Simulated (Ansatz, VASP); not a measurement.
**Two plane-wave programs on BN**

```
CELL_PARAMETERS angstrom
0.00000 1.80750 1.82557
1.80750 0.00000 1.82557
1.80750 1.80750 0.00000
ATOMIC_POSITIONS crystal
B 0.00000 0.00000 0.00000
N 0.25000 0.25000 0.25000
```

Change from the starting cell: z stretched by +1 %, ions relaxed.

Alike in both runs: functional PBE; k mesh 14 × 14 × 14; occupations fermi-dirac, width 0.02 eV; no spin polarisation.

Ansatz relaxed the structure, and its values are those at the end. VASP's run is a single point on that final structure, the one shown.

|  | VASP | Ansatz |
| --- | --- | --- |
| version | VASP 6.6.1 | Ansatz 0.2.0 |
| potentials or method | VASP PAW PBE potentials, release 64 (B, N) | plane-wave PAW, scalar-relativistic |
| plane-wave cutoff (eV) | 520 | 420 |
| valence electrons in the cell | 8 | 8 |

VASP gave:

```
gap on the k mesh at the Fermi level (eV) : 4.36
pressure (GPa)                            : -0.5
```

Estimate Ansatz's values.

gap on the k mesh at the Fermi level (eV): 4.37; pressure (GPa): -0.7.

Ansatz warned: «stress_scf_threshold_loose».

A k mesh can miss the band edges.
